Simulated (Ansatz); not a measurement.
## Energy ranking of Ga4P structures

Level of theory: Ansatz, DFT PBE, scalar-relativistic, plane waves, PAW. Settings: cutoff 420 eV, Γ-centred meshes spaced at most about 0.3 Å⁻¹, and about 0.25 Å⁻¹ or finer for metals (2π included), Gaussian smearing. No spin polarisation.

The zero of energy is the elements' standard structures at the same level; no fitted shifts are applied. The references include black phosphorus.

All energies are static (0 K, no zero-point motion). Larger cells and other orderings weren't all tried, so the list isn't exhaustive. The k mesh leaves some 4 meV/atom of noise in the energy of each metallic cell. The reference form of P is held partly by dispersion forces, which this level lacks.

Invented guesses were relaxed alike, and ends that match in structure were merged. ΔE counts from the first row. Coordination counts Ga atoms around P (those within 1.25 times the shortest such distance or 1.15 times the sum of covalent radii, 1.27 where that leaves under three). The ends were matched against large subsets of the Crystallography Open Database and the Materials Project, so a missing match doesn't prove that a structure is unreported.

```
#         reached from  type and space group  atoms  Å³/atom  coordination  ΔE (meV/atom)  gap on mesh (eV)  in databases
1  PtPb4 type (P4/nbm)      P4/nbm (No. 125)     10     19.0           P 8              0              0.00      no match
2   PbF4 type (I4/mmm)      I4/mmm (No. 139)      5     19.8           P 6             90              0.00      no match
3    SnI4 type (P-43m)       P-43m (No. 215)      5     21.0           P 4            100              0.00      no match
4   NiHg4 type (Im-3m)       Im-3m (No. 229)      5     21.1           P 8            224              0.00      no match
```

The lowest: Space group P4/nbm (No. 125), tetragonal, a = 5.837 Å, c = 5.576 Å. Ga is surrounded by 2 P at 2.69 Å, 2 Ga at 2.75–2.79 Å and 6 Ga at 3.08–3.10 Å; around P lie 8 Ga at 2.69 Å. Its energy over the elements is +0.03 eV/atom. It can't be a ground state, since the elements alone are lower. An observed structure of this formula, if there is one, may be missing.

```cif
data_structure
_symmetry_space_group_name_H-M 'P4/nbm:1'
_symmetry_Int_Tables_number 125
_cell_length_a 5.8369
_cell_length_b 5.8369
_cell_length_c 5.5764
_cell_angle_alpha 90.000
_cell_angle_beta 90.000
_cell_angle_gamma 90.000
_cell_volume 189.99
loop_
_atom_site_label
_atom_site_type_symbol
_atom_site_symmetry_multiplicity
_atom_site_Wyckoff_symbol
_atom_site_fract_x
_atom_site_fract_y
_atom_site_fract_z
_atom_site_occupancy
Ga1 Ga 8 m 0.66641 0.83359 0.28294 1
P1 P 2 a 0.50000 0.50000 0.00000 1
```

The second: Space group I4/mmm (No. 139), tetragonal, a = 5.058 Å, c = 7.757 Å. Ga on a site of symmetry 4mm has 1 P at 2.48 Å and 5 Ga at 2.80–2.89 Å; around Ga on a site of symmetry mmm lie 2 P at 2.53 Å and 4 Ga at 2.89 Å; P has 6 Ga at 2.48–2.53 Å. Counting Ga atoms around P, the first has P 8 and the second has P 6. Cells relaxed within their symmetry can be saddle points.

```yaml
crystal:
  lattice:
    - [-2.52905, 2.52905, 3.87866]
    - [2.52905, -2.52905, 3.87866]
    - [2.52905, 2.52905, -3.87866]
  atoms:
    - { symbol: Ga, position: [0.31964, 0.31964, 0.00000] }
    - { symbol: Ga, position: [0.68036, 0.68036, 0.00000] }
    - { symbol: Ga, position: [0.50000, 0.00000, 0.50000] }
    - { symbol: Ga, position: [0.00000, 0.50000, 0.50000] }
    - { symbol: P, position: [0.00000, 0.00000, 0.00000] }
```

Some candidate types were left out of the draw beforehand, so a known form may be missing.
